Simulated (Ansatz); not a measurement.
## CuI: changing the dispersion correction

The cell as given:

The structure is cubic, space group F-43m (No. 216). Conventional cell: a = 6.063 Å, b = 6.063 Å, c = 6.063 Å, α = 90.00°, β = 90.00°, γ = 90.00°. Around I (site symmetry -43m) lie 4 Cu at 2.63 Å. Around Cu (site symmetry -43m) lie 4 I at 2.63 Å.

Kept alike: task relaxation of cell and atoms; functional PBEsol; k mesh 8 × 8 × 8; occupations fermi-dirac, width 0.05 eV; no spin polarisation. Program: Ansatz, Ansatz PAW, cutoff 420 eV. The mesh is that of the run's cell of 2 atoms. No spin-orbit coupling.

| dispersion correction | band gap (eV) | volume (Å³/atom) |
| --- | --- | --- |
| D3(BJ) | 1.291 | 25.153 |
| D3(BJ)-ATM | 1.274 | 25.296 |
| D4 | 1.244 | 25.550 |
| none | 1.173 | 26.187 |

Spin-orbit coupling, left out here, moves the band edges of heavy atoms and can close or invert small gaps. Gaps hold for each row's own relaxed cell. The relaxations keep at least the cell's symmetry (F-43m). Relaxations stop with a little pressure left, so the last digits of a volume or edge aren't settled. A gap read on the mesh alone can miss an edge between its points. All rows use potentials made for PBE.

What does the dispersion correction change here?

The band gap runs from 1.173 (none) to 1.291 eV (D3(BJ)). The volume runs from 25.153 (D3(BJ)) to 26.187 Å³/atom (none). Against no correction: D3(BJ) -3.9 %; D3(BJ)-ATM -3.4 %; D4 -2.4 %. Dispersion terms mostly attract and so lower the volume; the schemes' coefficients and damping set how far. Measured: 27.72 Å³/atom (arxiv:2305.18931); nearest none, 1.53 Å³/atom off. The runs are for a static lattice.
